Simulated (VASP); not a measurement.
# InPd (Pm-3m) in VASP: a series of runs

One crystal, InPd, is run at these levels: vdW-DF-cx, optPBE-vdW, optB86b-vdW; tasks: relaxation of cell and atoms.

All numbers are computed with VASP 6.6.1; they aren't measurements. Logs are shortened: lines on timing, memory, paths and dates and some standing lists are left out, and cuts for length are marked.

## (1) Starting point

It takes space group Pm-3m (No. 221, cubic). The conventional cell has a = 3.272 Å, b = 3.272 Å, c = 3.272 Å, α = 90.00°, β = 90.00°, γ = 90.00°. In (site symmetry m-3m) is surrounded by 8 Pd at 2.83 Å. Pd (site symmetry m-3m) has 8 In at 2.83 Å as nearest neighbours.

The cell comes from a database or a generator and needn't be the stable form of this composition.

## (2) Relaxation of cell and atoms, vdW-DF-cx

INCAR

```
  AGGAC = 0.0
  ALGO = Normal
  EDIFF = 1E-7
  EDIFFG = -0.01
  ENCUT = 600
  GGA = CX
  IBRION = 2
  ISIF = 3
  ISMEAR = -1
  LASPH = True
  LCHARG = False
  LREAL = False
  LUSE_VDW = True
  LWAVE = False
  NELM = 60
  NSW = 40
  PREC = Accurate
  SIGMA = 0.05
```

KPOINTS

```
k-points
0
Gamma
  8 8 8
```

POSCAR

```
InPd
1.0
    3.2718847800      0.0000000000      0.0000000000
    0.0000000000      3.2718847800      0.0000000000
    0.0000000000      0.0000000000      3.2718847800
In Pd
1 1
Direct
    0.0000000000      0.0000000000      0.0000000000
    0.5000000000      0.5000000000      0.5000000000
```

Potentials or basis: VASP PAW PBE potentials, release 64 (In_d, Pd).

Command:

```bash
$ cat potpaw_PBE.64/In_d/POTCAR potpaw_PBE.64/Pd/POTCAR > POTCAR
$ mpirun -np 1 vasp_std > vasp.out
```

OUTCAR:

```text
EDIFF = 1E-7
   EDIFFG = -0.01
   ENCUT = 600
   GGA = CX
   IBRION = 2
   ISIF = 3
   ISMEAR = -1
   LASPH = True
   LREAL = False
   NELM = 60
   NSW = 40
   PREC = Accurate

 ion  position               nearest neighbor table
   1  0.000  0.000  0.000-   2 2.83   2 2.83   2 2.83   2 2.83   2 2.83   2 2.83   2 2.83   2 2.83

   2  0.500  0.500  0.500-   1 2.83   1 2.83   1 2.83   1 2.83   1 2.83   1 2.83   1 2.83   1 2.83

  LATTYP: Found a simple cubic cell.
 ALAT       =     3.2718847800

  Lattice vectors:

 A1 = (   3.2718847800,   0.0000000000,   0.0000000000)
 A2 = (   0.0000000000,   3.2718847800,   0.0000000000)
 A3 = (   0.0000000000,   0.0000000000,   3.2718847800)

Analysis of symmetry for initial positions (statically):
=====================================================================
 Subroutine PRICEL returns:
 Original cell was already a primitive cell.

 Routine SETGRP: Setting up the symmetry group for a
 simple cubic supercell.

 Subroutine GETGRP returns: Found 48 space group operations
 (whereof 48 operations were pure point group operations)
 out of a pool of 48 trial point group operations.

The static configuration has the point symmetry O_h .

Analysis of symmetry for dynamics (positions and initial velocities):
=====================================================================
 Subroutine PRICEL returns:
 Original cell was already a primitive cell.

 Routine SETGRP: Setting up the symmetry group for a
 simple cubic supercell.

 Subroutine GETGRP returns: Found 48 space group operations
 (whereof 48 operations were pure point group operations)
 out of a pool of 48 trial point group operations.

The dynamic configuration has the point symmetry O_h .

 Subroutine INISYM returns: Found 48 space group operations
 (whereof 48 operations are pure point group operations),
 and found     1 'primitive' translations

----------------------------------------------------------------------------------------

                                     Primitive cell

  volume of cell :      35.0263

  direct lattice vectors                    reciprocal lattice vectors
     3.271884780  0.000000000  0.000000000     0.305634234  0.000000000  0.000000000
     0.000000000  3.271884780  0.000000000     0.000000000  0.305634234  0.000000000
     0.000000000  0.000000000  3.271884780     0.000000000  0.000000000  0.305634234

  length of vectors
     3.271884780  3.271884780  3.271884780     0.305634234  0.305634234  0.305634234

  position of ions in fractional coordinates (direct lattice)
     0.000000000  0.000000000  0.000000000
     0.500000000  0.500000000  0.500000000

  ion indices of the primitive-cell ions
   primitive index   ion index
                 1           1
                 2           2

----------------------------------------------------------------------------------------

 KPOINTS: k-points

Automatic generation of k-mesh.
 Grid dimensions read from file:
 generate k-points for:    8    8    8

 Generating k-lattice:

  Cartesian coordinates                     Fractional coordinates (reciprocal lattice)
     0.038204279  0.000000000  0.000000000     0.125000000  0.000000000  0.000000000
     0.000000000  0.038204279  0.000000000     0.000000000  0.125000000  0.000000000
     0.000000000  0.000000000  0.038204279     0.000000000  0.000000000  0.125000000

  Length of vectors
     0.038204279  0.038204279  0.038204279

  Shift w.r.t. Gamma in fractional coordinates (k-lattice)
     0.000000000  0.000000000  0.000000000

 Subroutine IBZKPT returns following result:
 ===========================================

 Found     35 irreducible k-points:

 Following reciprocal coordinates:
            Coordinates               Weight
  0.000000  0.000000  0.000000      1.000000
  0.125000  0.000000  0.000000      6.000000
  0.250000  0.000000  0.000000      6.000000
  0.375000  0.000000  0.000000      6.000000
  0.500000  0.000000  0.000000      3.000000
  0.125000  0.125000  0.000000     12.000000
[... 16 lines left out ...]
  0.375000  0.375000  0.125000     24.000000
  0.500000  0.375000  0.125000     24.000000
 [... further k-points ...]
   k-points           NKPTS =     35   k-points in BZ     NKDIM =     35   number of bands    NBANDS=     15
   number of dos      NEDOS =    301   number of ions     NIONS =      2
   total plane-waves  NPLWV =  21952
   dimension x,y,z NGX =    28 NGY =   28 NGZ =   28
   dimension x,y,z NGXF=    56 NGYF=   56 NGZF=   56
   ions per type =               1   1
   NGX,Y,Z   is equivalent  to a cutoff of  14.23, 14.23, 14.23 a.u.
   NGXF,Y,Z  is equivalent  to a cutoff of  28.45, 28.45, 28.45 a.u.
 SYSTEM =  unknown system
   PREC   = accura    normal or accurate (medium, high low for compatibility)
   ISTART =      0    job   : 0-new  1-cont  2-samecut
   ICHARG =      2    charge: 1-file 2-atom 10-const
   ISPIN  =      1    spin polarized calculation?
   LNONCOLLINEAR =      F non collinear calculations
   LSORBIT =      F    spin-orbit coupling
   LASPH  =      T    aspherical Exc in radial PAW
   ENCUT  =  600.0 eV  44.10 Ry    6.64 a.u.   6.53  6.53  6.53*2*pi/ulx,y,z
   NELM   =     60;   NELMIN=  2; NELMDL= -5     # of ELM steps
   EDIFF  = 0.1E-06   stopping-criterion for ELM
   LREAL  =      F    real-space projection
   EDIFFG = -.1E-01   stopping-criterion for IOM
   NSW    =     40    number of steps for IOM
   IBRION =      2    ionic relax: 0-MD 1-quasi-New 2-CG
   NFREE  =      1    steps in history (QN), initial steepest desc. (CG)
   ISIF   =      3    stress and relaxation
   ISYM   =      2    0-nonsym 1-usesym 2-fastsym
   POTIM  = 0.5000    time-step for ionic-motion
   TEBEG  =    0.0;   TEEND  =   0.0 temperature during run
   PSTRESS=    0.0 pullay stress
   NELECT =      23.0000    total number of electrons
   NUPDOWN=      -1.0000    fix difference up-down
   EMIN   =  10.00;   EMAX   =-10.00  energy-range for DOS
   EFERMI =   0.00;   METHOD = LEGACY
   ISMEAR =    -1;   SIGMA  =   0.05  broadening in eV -4-tet -1-fermi 0-gaus
   EFERMI_NEDOS =   21; number of points for ismear=-14 and -15
   IALGO  =     38    algorithm
   IMIX   =      4    mixing-type and parameters
     AMIX     =   0.40;   BMIX     =  1.00
     AMIX_MAG =   1.60;   BMIX_MAG =  1.00
  volume/ion in A,a.u.               =      17.51       118.18
  Fermi-wavevector in a.u.,A,eV,Ry     =   1.422938  2.688964 27.548447  2.024754
  Thomas-Fermi vector in A             =   2.543589
   LORBIT       =      0    0 simple, 1 ext, 2 COOP (PROOUT), +10 PAW based schemes
   GGA     = CX    functional components
   LHFCALC =     F    Hartree Fock is set to
   AEXX    =    0.0000 exact exchange contribution
   IVDW_NL    =     1    kernel type
   BPARAM     = 6.3000
   IVDW    =     0    specifies the selected vdW correction
   LEPSILON=     F    determine dielectric tensor
   LRPA    =     F    only Hartree local field effects (RPA)
 conjugate gradient relaxation of ions
 non-spin polarized calculation
  energy-cutoff  :      600.00
  volume of cell :       35.03
 maximum number of plane-waves:      1189
 NGX is ok and might be reduce to    28
   NGX = 13   NGY = 13   NGZ = 13

--------------------------------------- Ionic step        1  -------------------------------------------

 number of electron      23.0000010 magnetization

 Free energy of the ion-electron system (eV)
  ---------------------------------------------------
  ext. energy  EPLUGINS =         0.00000000
  ---------------------------------------------------
  free energy    TOTEN  =        -3.16928964 eV

  energy without entropy =       -3.15911598  energy(sigma->0) =       -3.16420281

------------------------ aborting loop because EDIFF is reached ----------------------------------------

  FORCE on cell =-STRESS in cart. coord.  units (eV):
  Direction    XX          YY          ZZ          XY          YZ          ZX
  --------------------------------------------------------------------------------------
  -------------------------------------------------------------------------------------
  Total       -0.4352543     -0.4352543     -0.4352543      0.0000000      0.0000000     -0.0000000
  in kB      -19.9094696    -19.9094696    -19.9094696      0.0000000      0.0000000     -0.0000000
  external PRESSURE =     -19.9094696 kB  Pullay stress =       0.0000000 kB

 VOLUME and BASIS-vectors are now :
 -----------------------------------------------------------------------------
  energy-cutoff  :      600.00
  volume of cell :       35.03
      direct lattice vectors                 reciprocal lattice vectors
     3.271884780  0.000000000  0.000000000     0.305634234  0.000000000  0.000000000
     0.000000000  3.271884780  0.000000000     0.000000000  0.305634234  0.000000000
     0.000000000  0.000000000  3.271884780     0.000000000  0.000000000  0.305634234
[... 46 lines left out ...]
  FREE ENERGIE OF THE ION-ELECTRON SYSTEM (eV)
  ---------------------------------------------------
  free  energy   TOTEN  =        -3.1686884933 eV

  energy  without entropy=       -3.1585346618  energy(sigma->0) =       -3.16361158

Total vdW correction in eV:      4.1204085

--------------------------------------- Ionic step        3  -------------------------------------------

 number of electron      23.0000008 magnetization

 Free energy of the ion-electron system (eV)
  ---------------------------------------------------
  ext. energy  EPLUGINS =         0.00000000
  ---------------------------------------------------
  free energy    TOTEN  =        -3.17265113 eV

  energy without entropy =       -3.16244180  energy(sigma->0) =       -3.16754647

 E-fermi :  10.4887     XC(G=0): -12.4388

 val. band max:       10.4669062201   @ k =   0.3750   0.3750   0.1250
 cond. band min:      10.8344354307   @ k =   0.5000   0.3750   0.3750
 fundamental gap:      0.3675292106
 Fermi energy:        10.4887065996

 k-point     1 :       0.0000    0.0000    0.0000
  band No.  band energies     occupation
      1      -4.3715      2.00000
      2      -4.3715      2.00000
      3      -3.9414      2.00000
      4      -3.9414      2.00000
      5      -3.9414      2.00000
      6       0.3610      2.00000
      7       6.7005      2.00000
      8       6.7005      2.00000
      9       8.2797      2.00000
     10       8.2797      2.00000
     11       8.2797      2.00000
     12      14.7887      0.00000
     13      14.7887      0.00000
     14      14.7887      0.00000
     15      20.0870      0.00000
[... 397 lines left out ...]
 k-point    24 :       0.5000    0.3750    0.1250
  band No.  band energies     occupation
      1      -4.2718      2.00000
      2      -4.1193      2.00000
      3      -4.1062      2.00000
      4      -4.0850      2.00000
      5      -3.7763      2.00000
      6       4.3551      2.00000
      7       6.5415      2.00000
      8       6.9565      2.00000
      9       7.3914      2.00000
     10       8.2886      2.00000
     11       8.9905      2.00000
     12       9.5375      2.00000
     13      12.8321      0.00000
     14      14.1226      0.00000
     15      18.4308      0.00000

 [... further k-points ...]

------------------------ aborting loop because EDIFF is reached ----------------------------------------

  FORCE on cell =-STRESS in cart. coord.  units (eV):
  Direction    XX          YY          ZZ          XY          YZ          ZX
  --------------------------------------------------------------------------------------
  -------------------------------------------------------------------------------------
  Total        0.0028600      0.0028600      0.0028600     -0.0000000     -0.0000000      0.0000000
  in kB        0.1328398      0.1328398      0.1328398     -0.0000000     -0.0000000      0.0000000
  external PRESSURE =       0.1328398 kB  Pullay stress =       0.0000000 kB

 VOLUME and BASIS-vectors are now :
 -----------------------------------------------------------------------------
  energy-cutoff  :      600.00
  volume of cell :       34.49
      direct lattice vectors                 reciprocal lattice vectors
     3.255252107 -0.000000000 -0.000000000     0.307195869 -0.000000000  0.000000000
     0.000000000  3.255252107 -0.000000000     0.000000000  0.307195869 -0.000000000
     0.000000000  0.000000000  3.255252107     0.000000000  0.000000000  0.307195869

 POSITION                                       TOTAL-FORCE (eV/Angst)
 -----------------------------------------------------------------------------------
      0.00000      0.00000      0.00000        -0.000000     -0.000000      0.000000
      1.62763      1.62763      1.62763         0.000000      0.000000      0.000000
 -----------------------------------------------------------------------------------
    total drift:                               -0.000000      0.000000      0.000000

  FREE ENERGIE OF THE ION-ELECTRON SYSTEM (eV)
  ---------------------------------------------------
  free  energy   TOTEN  =        -3.1726511348 eV

  energy  without entropy=       -3.1624418034  energy(sigma->0) =       -3.16754647

Total vdW correction in eV:      4.1499128

 reached required accuracy - stopping structural energy minimisation
```

It took 1.8 min on 1 thread of Intel Xeon Platinum 8375C at 2.90GHz (Ice Lake), shared host; peak memory 0.34 GiB.

Results:

```yaml
Free_energy: -3.1727 eV
Relaxed_volume: 17.25 Å³/atom
Relaxed_cell: a = 3.255 Å, b = 3.255 Å, c = 3.255 Å, α = 90.00°, β = 90.00°, γ = 90.00°
Space_group_after_relaxing_to_0.05_Å: Pm-3m (No. 221)
Energy_gained_by_relaxing: 1.7 meV/atom
Ionic_steps: 3
Pressure_after_relaxing: 0.0 GPa
Band_gap_on_the_k_mesh: none (metal or under the smearing width)
```

Step by step:
```csv
step,energy change (eV),largest force (eV/Å),pressure (GPa),volume (Å³)
1,0.0000,0.0000,-1.99,35.03
2,0.0006,0.0000,2.32,33.93
3,-0.0034,0.0000,0.01,34.49
```

Final structure:
```xyz
2
Lattice="3.2553 0.0000 0.0000 0.0000 3.2553 0.0000 0.0000 0.0000 3.2553" Properties=species:S:1:pos:R:3 pbc="T T T"
In    0.0000    0.0000    0.0000
Pd    1.6276    1.6276    1.6276
```

Levels at points of the mesh, in eV from the Fermi level:
```tsv
k point	band 9	band 10	band 11	band 12	band 13	band 14	band 15
(0.00, 0.00, 0.00)	-2.21	-2.21	-2.21	4.30	4.30	4.30	9.60
(0.50, 0.00, 0.00)	-3.23	-3.23	-2.29	-1.04	9.74	9.74	10.10
(0.50, 0.50, 0.00)	-2.63	-2.29	-2.29	-1.62	1.59	2.58	9.60
(0.50, 0.50, 0.50)	-1.58	-1.58	-0.03	3.92	3.92	3.92	4.55
```

Caveat: the PAW data sets were made with another functional, which shifts forces and pressure a little.

(Continued in part 2 of 2.)
